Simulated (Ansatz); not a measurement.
## 1T-VSSe bilayer (like faces together) in a perpendicular field

Wanted: the out-of-plane response of the 1T-VSSe bilayer (like faces together). A positive field points along +c.

Main program and level: Ansatz 0.2.0; plane-wave DFT, PBE-D3(BJ), Ansatz PAW.

Report form: the programs' logs are mostly left out.

### 1. Starting point

The cell holds 6 atoms: 2 Se, 2 V and 2 S. Cell: a = 3.250 Å, b = 3.250 Å, c = 50.432 Å, α = 90.0°, β = 90.0°, γ = 120.0°. Regions: layer 1: 1T-VSSe, 3 atoms (1 Se, 1 V and 1 S); layer 2: 1T-VSSe, 3 atoms (1 Se, 1 V and 1 S). Vacuum lies along c.

### 2. Relaxation

The starting cell is a guess, so the in-plane lattice and the atoms are relaxed first, with the slab cut off from its images along the normal.

The input, input.yaml:

```yaml
crystal:
  lattice:
    - [3.25, 0.0, 0.0]
    - [-1.625, 2.8145825623, 0.0]
    - [0.0, 0.0, 50.4321855778]
  atoms:
    - { symbol: Se, position: [0.6666666667, 0.3333333333, 0.4035121573] }
    - { symbol: V, position: [0.0, 0.0, 0.439113071], spin: 1.0 }
    - { symbol: S, position: [0.3333333333, 0.6666666667, 0.4702570892] }
    - { symbol: Se, position: [0.0, 0.0, 0.5964878427] }
    - { symbol: V, position: [0.3333333333, 0.6666666667, 0.560886929], spin: 1.0 }
    - { symbol: S, position: [0.6666666667, 0.3333333333, 0.5297429108] }
  periodic: [true, true, false]
magnetization:
  spin_polarized: true
kpoints:
  mp_grid: { grid: [12, 12, 1] }
hamiltonian:
  xc: pbe
  dispersion: d3bj
scf:
  occupations: { method: fermi_dirac, width: 0.05 }
  convergence: { dr2_threshold: 1.0e-09 }
relax:
  f_tol: 0.004
  max_steps: 90
  cell: {}
output:
  write_potential: true
  write_density: true
  volumetric_format: npy
```

Command:

```sh
ansatz run input.yaml --threads 4 --pin off --max-ram 6144MiB --backend cpu --events-out ev --progress --plain --runs-dir out
```

It took 2.1 min on 4 threads of Intel Xeon 6975P-C (Granite Rapids), shared host; peak memory 1.5 GiB.

The steps of the relaxation:

| step | energy less that of the first step (eV) | largest force component (eV/Å) | volume (Å³) |
| --- | --- | --- | --- |
| 1 | 0.0000 | 1.9848 | 461.32 |
| 2 | -0.6169 | 0.6708 | 459.40 |
| 3 | -0.6452 | 0.3495 | 459.13 |
| 4 | -0.7073 | 0.0676 | 451.57 |
| 5 | -0.7062 | 0.0468 | 447.01 |
| 6 | -0.7106 | 0.0180 | 448.13 |
| 7 | -0.7106 | 0.0149 | 448.31 |
| 8 | -0.7106 | 0.0003 | 448.28 |
| 9* | -0.7101 | 0.0003 | 448.28 |

Relaxation steps marked * repeat the geometry before them on a plane-wave basis chosen anew for their cell, so energy and pressure can jump there. Relaxation step 5 was tried and not accepted.

Forces are held to the 6 operations that the run works with; a distortion that breaks them can't arise in this run.

| cell as run | before | after | change |
| --- | --- | --- | --- |
| a (Å) | 3.250 | 3.204 | -1.4 % |
| b (Å) | 3.250 | 3.204 | -1.4 % |

The atoms that moved most (Å, along periodic axes as changes of fractional coordinates times the final cell, across vacuum about the mean position):

| atom | dx | dy | dz | length |
| --- | --- | --- | --- | --- |
| Se1 | 0.000 | 0.000 | 0.413 | 0.413 |
| Se4 | 0.000 | 0.000 | -0.412 | 0.412 |
| V2 | 0.000 | 0.000 | 0.267 | 0.267 |
| V5 | 0.000 | 0.000 | -0.266 | 0.266 |
| S6 | 0.000 | 0.000 | -0.108 | 0.108 |
| S3 | 0.000 | 0.000 | 0.106 | 0.106 |

Final coordinates:

```xyz
6
Lattice="3.2037 0.0000 0.0000 -1.6019 2.7745 0.0000 0.0000 0.0000 50.4322" Properties=species:S:1:pos:R:3
Se    1.6019    0.9248   20.7625
V     0.0000    0.0000   22.4122
S     0.0000    1.8497   23.8225
Se    0.0000    0.0000   29.6699
V     0.0000    1.8497   28.0212
S     1.6019    0.9248   26.6082
```

Numbers from this step:

| Property | Result |
| --- | --- |
| energy at zero smearing | -18573.9832 eV |

The lattice constant a goes from 3.250 to 3.204 Å.

### 3. Atoms held, field 0, start network

A sawtooth potential applies the field, turning back in the middle of the vacuum. With the dipole correction the typed value is the field outside the slab. The induced dipole is small, so the SCF threshold is tight.

The cell differs from the one that the last finished run ended in (c 50.432 → 26.907 Å).

The input, input.yaml:

```yaml
crystal:
  lattice:
    - [3.2037129874, 0.0, 0.0]
    - [-1.6018564937, 2.7744968335, 0.0]
    - [0.0, 0.0, 26.9073742737]
  atoms:
    - { symbol: Se, position: [0.6666666667, 0.3333333333, 0.3344807973] }
    - { symbol: V, position: [0.0, 0.0, 0.3957911815] }
    - { symbol: S, position: [0.3333333333, 0.6666666667, 0.4482018179] }
    - { symbol: Se, position: [0.0, 0.0, 0.6655192027] }
    - { symbol: V, position: [0.3333333333, 0.6666666667, 0.604247561] }
    - { symbol: S, position: [0.6666666667, 0.3333333333, 0.5517330069] }
kpoints:
  mp_grid: { grid: [18, 18, 1] }
  band_path:
    path: [[0, 0, 0], [0.5, 0, 0], [0.33333333, 0.33333333, 0], [0, 0, 0]]
    npoints: 16
hamiltonian:
  xc: pbe
  dispersion: d3bj
scf:
  occupations: { method: fermi_dirac, width: 0.05 }
  convergence: { dr2_threshold: 1.0e-10 }
efield:
  axis: 3
  dipole_correction: true
  ramp_position: 0.97
  ramp_width: 0.06
  amplitude: 0
output:
  dos: { projected: true, e_range: [-6, 5] }
  bader: true
  write_potential: true
  write_density: true
  volumetric_format: npy
  elf: true
```

Elapsed: 18 s, on 4 threads; peak memory 0.88 GiB; 69 s of CPU time.

Numbers from this step:

```yaml
energy_at_zero_smearing: -18573.9753 eV
work_function_upper_face: 4.902 eV
dipole_along_the_normal: -7.43e-4 e·Å
```

Running mean over a fixed 2.5 Å (it still follows the layers) of the planar mean; the ramp of the sawtooth is left out. Electron's electrostatic potential energy less the Fermi level against z:

z (Å), electron's electrostatic potential energy less the Fermi level (eV) and a bar from the least value:
```
      3.5       4.89 ##############################
      4.0       4.89 ##############################
      4.5       4.89 ##############################
      5.0       4.88 ##############################
      5.5       4.88 ##############################
      6.0       4.84 ##############################
      6.5       4.69 ##############################
      7.0       4.01 ############################
      7.5       2.28 ########################
      8.0       0.25 ###################
      8.5      -1.78 ##############
      9.0      -3.89 #########
      9.5      -6.08 ####
     10.0      -7.09 ##
     10.5      -7.50 #
     11.0      -7.95 
     11.5      -7.54 #
     12.0      -5.21 ######
     12.5      -2.68 ############
     13.0      -0.98 ################
     13.5      -0.56 #################
     14.0      -1.21 ################
     14.5      -3.09 ###########
     15.0      -5.69 #####
     15.5      -7.75 
     16.0      -7.86 
     16.5      -7.40 #
     17.0      -6.97 ##
     17.5      -5.74 #####
     18.0      -3.45 ###########
     18.5      -1.40 ###############
     19.0       0.64 ####################
     19.5       2.65 #########################
     20.0       4.24 ############################
     20.5       4.76 ##############################
     21.0       4.87 ##############################
     21.5       4.89 ##############################
     22.0       4.90 ##############################
     22.5       4.90 ##############################
     23.0       4.90 ##############################
     23.5       4.90 ##############################
```

The density of states has structure finer than the step of the table below, so its rows give means over 0.25 eV, whole bins alone (the curve runs from -6 to 1.99 eV). Peaks (eV: height): -3.350: 12.2, -2.580: 15.0, -0.070: 11.3, 0.920: 18.3, 1.030: 26.1, 1.360: 20.7, 1.420: 16.8.

Table of density of states by energy, zero at the Fermi level; means over each step:

| energy (eV) | density of states (states/eV a cell) |
| --- | --- |
| -5.75 | 2.15 |
| -5.50 | 2.63 |
| -5.25 | 4.39 |
| -5.00 | 7.81 |
| -4.75 | 3.91 |
| -4.50 | 3.69 |
| -4.25 | 2.27 |
| -4.00 | 3.73 |
| -3.75 | 4.93 |
| -3.50 | 5.88 |
| -3.25 | 5.88 |
| -3.00 | 5.94 |
| -2.75 | 7.01 |
| -2.50 | 8.69 |
| -2.25 | 5.60 |
| -2.00 | 4.85 |
| -1.75 | 3.60 |
| -1.50 | 3.41 |
| -1.25 | 2.86 |
| -1.00 | 2.42 |
| -0.75 | 1.60 |
| -0.50 | 2.55 |
| -0.25 | 3.66 |
| 0.00 | 5.52 |
| 0.25 | 3.22 |
| 0.50 | 1.63 |
| 0.75 | 3.51 |
| 1.00 | 13.3 |
| 1.25 | 9.59 |
| 1.50 | 6.66 |
| 1.75 | 0 |

Projected DOS per atom over height of the atomic layer and energy from the Fermi level. Layers: Se V S S V Se from below.

Values in states/eV, 22 rows by 6 columns, each cell a mean:
```
0.00 0.00 0.00 0.00 0.00 0.00
0.46 3.10 0.31 0.32 3.26 0.48
0.86 3.88 0.54 0.54 3.77 0.82
0.42 1.45 0.23 0.23 1.42 0.40
0.15 0.87 0.15 0.15 0.86 0.15
0.22 1.91 0.31 0.30 1.90 0.22
0.18 1.11 0.22 0.22 1.12 0.20
0.17 0.54 0.12 0.13 0.58 0.19
0.56 0.47 0.27 0.27 0.48 0.57
0.72 0.43 0.44 0.43 0.42 0.70
0.90 0.43 0.64 0.65 0.41 0.87
1.17 0.55 0.95 0.90 0.54 1.09
1.11 1.24 1.37 1.49 1.26 1.39
0.86 1.17 1.20 1.33 1.14 0.82
1.09 0.99 1.00 0.97 0.83 0.84
0.69 0.65 1.15 0.96 0.72 0.82
0.66 0.42 0.69 0.74 0.49 0.69
0.64 0.33 0.41 0.42 0.33 0.62
0.94 0.42 0.74 0.76 0.42 0.94
1.12 0.54 1.61 1.61 0.53 1.16
0.46 0.33 0.69 0.66 0.31 0.41
0.39 0.24 0.43 0.42 0.24 0.36
```
Columns: height of the atomic layer (Å) from 9 to 17.9 (not evenly spaced); rows upwards: energy from the Fermi level (eV) from -5.96 to 1.96.

The electronic bands at the labelled points (eV, zero at the Fermi level):

| point | band 32 | band 33 | band 34 | band 35 | band 36 | band 37 | band 38 | band 39 |
| --- | --- | --- | --- | --- | --- | --- | --- | --- |
| Γ | -0.07 | -0.07 | -0.06 | -0.06 | 0.77 | 0.85 | 0.85 | 0.95 |
| halfway | -1.59 | -0.97 | -0.92 | -0.39 | -0.26 | 0.98 | 1.18 | 1.21 |
| M | -2.34 | -1.03 | -0.90 | -0.83 | -0.72 | 1.00 | 1.02 | 1.49 |
| halfway | -2.68 | -2.51 | -2.43 | 0.14 | 0.23 | 1.06 | 1.09 | 1.33 |
| K | -2.88 | -2.86 | -2.72 | 0.82 | 0.88 | 0.95 | 0.95 | 0.97 |
| halfway | -2.07 | -1.56 | -1.53 | 0.06 | 0.10 | 0.72 | 0.85 | 1.29 |
| Γ | -0.07 | -0.07 | -0.06 | -0.06 | 0.77 | 0.85 | 0.85 | 0.95 |

Valence density in the ca plane at fractional y = 0.000, with atoms of V and Se within 0.2 Å of it. It is the smooth field of the valence electrons, not physical close to the nuclei.

Values in e/Å³, 5 rows by 16 columns, each cell a mean:
```
 0  0  0  0  0  0  1  6  1  0  0  0  0  0  8  1
 0  0  0  0  0  0  0  0  0  0  0  0  0  0  1  0
 0  0  0  0  0  0  0  0  0  0  0  1  1  0  0  0
 0  0  0  0  0  0  0  1  0  0  0  0  0  0  1  0
 0  0  0  0  0  0  1  9  1  0  0  0  0  0 15  2
```
Columns run along c (16.0 Å, from fractional 0.12 to 0.72 of the cell), rows up along a (3.2 Å). Atoms in or near the plane, at fractional coordinates: V at (0.40, 0.00), Se at (0.67, 0.00).

ELF in the ca plane at fractional y = 0.000, with atoms of V and Se within 0.2 Å of it. It is the smooth field of the valence electrons, not physical close to the nuclei.

Ten even steps from '0' (0.00) to '9' (0.84), each cell a mean:
```
00000000000000000012223788512100000011124786
00000000000000001245552354235531012444312588
00000000000000024678875212478862026887411257
00000000000000136888887434799983048998411123
00000000000000135788886323689973038998411135
00000000000000012467763222367741025676311368
00000000000000000123432677323310001222213688
00000000000000000001213888611100000000124785
```
Columns run along c (16.0 Å, from fractional 0.07 to 0.66 of the cell), rows up along a (3.2 Å). Atoms in or near the plane, at fractional coordinates: V at (0.40, 0.00).

Electrostatic potential energy in the ca plane at fractional y = 0.000, with atoms of V and Se within 0.2 Å of it. With pseudopotentials it is smooth inside the atoms' cores, unlike the true potential.

Values in eV, 5 rows by 16 columns, each cell a mean:
```
  7   7   7   7   7   7   6   2 -21 -20   3   7   6   5   3 -10
  7   7   7   7   7   7   3  -2  -4  -4   1   6   4   0  -3  -2
  7   7   7   7   7   7   1  -8   2   1  -3   5   2  -4  -8   0
  7   7   7   7   7   7   4   0  -9  -9   2   6   5   2  -1  -5
  7   7   7   7   7   7   6   2 -22 -21   3   7   6   5   4 -11
```
Columns run along c (16.0 Å, from fractional 0.07 to 0.66 of the cell; values clipped at the 3rd and 97th percentile), rows up along a (3.2 Å). Atoms in or near the plane, at fractional coordinates: V at (0.40, 0.00).

The work function of the upper face is 4.90 eV.

### 4. Atoms held, field 0.03 V/Å

Edit input.yaml of step 3 so:

```diff
@@ -28,6 +28,4 @@
   ramp_width: 0.06
-  amplitude: 0
+  amplitude: 0.03
 output:
-  dos: { projected: true, e_range: [-6, 5] }
-  bader: true
   write_potential: true
@@ -35,2 +33 @@
   volumetric_format: npy
-  elf: true
```

Run time: 8 s. Hardware: 4 threads; peak memory 0.83 GiB; 31 s of CPU time.

The dipole is 0.0158 e·Å.

### 5. Single point, field -0.03 V/Å

Edit input.yaml of step 4 so:

```diff
@@ -28,3 +28,3 @@
   ramp_width: 0.06
-  amplitude: 0.03
+  amplitude: -0.03
 output:
```

Run time: 8.3 s. Hardware: 4 threads; peak memory 0.84 GiB.

The dipole is -0.0173 e·Å.

### 6. Atoms held, field 0.15 V/Å

Edit input.yaml of step 5 so:

```diff
@@ -26,5 +26,5 @@
   dipole_correction: true
-  ramp_position: 0.97
-  ramp_width: 0.06
-  amplitude: -0.03
+  ramp_position: 0.9591
+  ramp_width: 0.0818
+  amplitude: 0.15
 output:
```

Wall time 8.1 s (4 threads); peak memory 0.84 GiB; 31 s of CPU time.

The dipole is 0.0819 e·Å.

### 7. Single point, field 0.25 V/Å

Edit input.yaml of step 6 so:

```diff
@@ -28,3 +28,3 @@
   ramp_width: 0.0818
-  amplitude: 0.15
+  amplitude: 0.25
 output:
```

Elapsed: 8.4 s, on 4 threads; peak memory 0.83 GiB.

The dipole is 0.137 e·Å.

### 8. Single point, field -0.25 V/Å

Edit input.yaml of step 7 so:

```diff
@@ -28,4 +28,6 @@
   ramp_width: 0.0818
-  amplitude: 0.25
+  amplitude: -0.25
 output:
+  dos: { projected: true, e_range: [-6, 5] }
+  bader: true
   write_potential: true
@@ -33 +35,2 @@
   volumetric_format: npy
+  elf: true
```

Elapsed: 18 s, on 4 threads; peak memory 0.85 GiB; 72 s of CPU time.

The dipole is -0.139 e·Å.

### 9. Response, atoms held

This step: plane-wave DFT, PBE-D3(BJ), Ansatz PAW; response to a field along the normal, atoms held (Ansatz 0.2.0).

The dipoles give the slope, and the difference of two potentials shows where the field is screened.

Numbers from this step:

```
equivalent conductor thickness p/(ε₀AE) : 11.22 Å
distance between the outer atoms        : 8.907 Å
```

The dipole of the cell by applied field:

| applied field (V/Å) | dipole of the cell (e·Å) |
| --- | --- |
| -0.250 | -0.139 |
| -0.030 | -0.0173 |
| 0.000 | -7.4e-4 |
| 0.030 | 0.0158 |
| 0.150 | 0.0819 |
| 0.250 | 0.137 |

Local field over the applied field, running mean. From the potentials at -0.03 and 0.03 V/Å; running mean over 2.5 Å. Table of local field over applied field by z:

| z (Å) | local field over applied field |
| --- | --- |
| 4.5 | 0.998 |
| 5.0 | 0.995 |
| 5.5 | 0.985 |
| 6.0 | 0.960 |
| 6.5 | 0.898 |
| 7.0 | 0.780 |
| 7.5 | 0.618 |
| 8.0 | 0.441 |
| 8.5 | 0.266 |
| 9.0 | 0.128 |
| 9.5 | 0.0554 |
| 10.0 | 0.0252 |
| 10.5 | 0.0139 |
| 11.0 | 0.0143 |
| 11.5 | 0.0140 |
| 12.0 | 0.00481 |
| 12.5 | 2.5e-4 |
| 13.0 | -0.00248 |
| 13.5 | -0.00266 |
| 14.0 | -0.00209 |
| 14.5 | 0.00160 |
| 15.0 | 0.00661 |
| 15.5 | 0.0150 |
| 16.0 | 0.0135 |
| 16.5 | 0.0152 |
| 17.0 | 0.0289 |
| 17.5 | 0.0643 |
| 18.0 | 0.149 |
| 18.5 | 0.297 |
| 19.0 | 0.474 |
| 19.5 | 0.649 |
| 20.0 | 0.806 |
| 20.5 | 0.913 |
| 21.0 | 0.966 |
| 21.5 | 0.988 |
| 22.0 | 0.996 |
| 22.5 | 0.999 |

Electrons, planar mean, per unit field. The induced electron density by z:

| z (Å) | induced electron density (e/Å³ per V/Å) |
| --- | --- |
| 4.5 | 7.2e-6 |
| 5.0 | 2.2e-5 |
| 5.5 | 6.7e-5 |
| 6.0 | 1.9e-4 |
| 6.5 | 5.2e-4 |
| 7.0 | 0.00129 |
| 7.5 | 0.00271 |
| 8.0 | 0.00352 |
| 8.5 | 0.00151 |
| 9.0 | 8.3e-4 |
| 9.5 | 6.6e-4 |
| 10.0 | -6.9e-4 |
| 10.5 | 1.8e-4 |
| 11.0 | -1.4e-4 |
| 11.5 | 2.3e-4 |
| 12.0 | 5.3e-5 |
| 12.5 | 7.6e-6 |
| 13.0 | 1.0e-5 |
| 13.5 | -1.5e-5 |
| 14.0 | -2.1e-5 |
| 14.5 | 2.7e-5 |
| 15.0 | -8.8e-5 |
| 15.5 | -2.4e-4 |
| 16.0 | -2.2e-5 |
| 16.5 | 3.0e-4 |
| 17.0 | 4.7e-4 |
| 17.5 | -8.2e-4 |
| 18.0 | -8.5e-4 |
| 18.5 | -0.00194 |
| 19.0 | -0.00360 |
| 19.5 | -0.00242 |
| 20.0 | -0.00110 |
| 20.5 | -4.3e-4 |
| 21.0 | -1.6e-4 |
| 21.5 | -5.5e-5 |
| 22.0 | -1.8e-5 |
| 22.5 | -6.0e-6 |

By hand: between -0.03 and 0.03 V/Å the dipole changes by 0.03306 e·Å, a slope of 0.5510 e·Å²/V. A perfect conductor of thickness t has p = ε₀AEt, so t = 180.95 × 0.5510 / 8.889 = 11.22 Å (e/ε₀ = 180.95 V·Å, A in Å²).

The induced dipole is that of a conductor 11.22 Å thick.

### 10. Field on, atoms free, field 0.1 V/Å

This step: plane-wave DFT, PBE-D3(BJ), Ansatz PAW (Ansatz 0.2.0).

Now the atoms may follow the field. A weak field makes forces of meV/Å to tens of meV/Å, so the force tolerance is set well below the usual one.

input.yaml, the sections that differ from step 8:

```yaml
kpoints:
  mp_grid: { grid: [12, 12, 1] }
efield:
  axis: 3
  dipole_correction: true
  ramp_position: 0.9591
  ramp_width: 0.0818
  amplitude: 0.1
relax:
  f_tol: 0.001
  max_steps: 60
output:
  write_potential: true
  write_density: true
  volumetric_format: npy
# crystal, hamiltonian, scf: as in step 8
```

Wall time 6.5 s (4 threads); peak memory 0.69 GiB; 24 s of CPU time.

Hardly anything moved in the relaxation; the energy changed by under 0.2 meV an atom.

This step gave:

| Item | Value |
| --- | --- |
| energy at zero smearing | -18573.9880 eV |
| dipole along the normal | 0.05441 e·Å |

The relaxation took 3 steps and lowered the energy by 1.4e-6 eV; the largest force on the free atoms ends at 7.7e-4 eV/Å.

The dipole is 0.0544 e·Å.

(Part 1 of 2 ends here.)

[Logs are printed without paths, hosts, clocks, repeated set-up lines and the standing remarks that a program may print on its own settings, such as how far it seeks lower states.]

[Hosts, paths, dates, database ids (printed as entryN), source tags and the programs' standing remarks are cut or masked in the printed files.]

[Maps of the electrostatic potential energy from Ansatz leave out the sawtooth potential of an applied field or a dipole correction, so their vacuum need not be flat; planar profiles and work functions include it.]

[The density of states shown here was stored with 400 of the rows of the run's finer table, so its peaks can read low, often by over a quarter, or be missed, and its means over a window can be off by a tenth or more.]
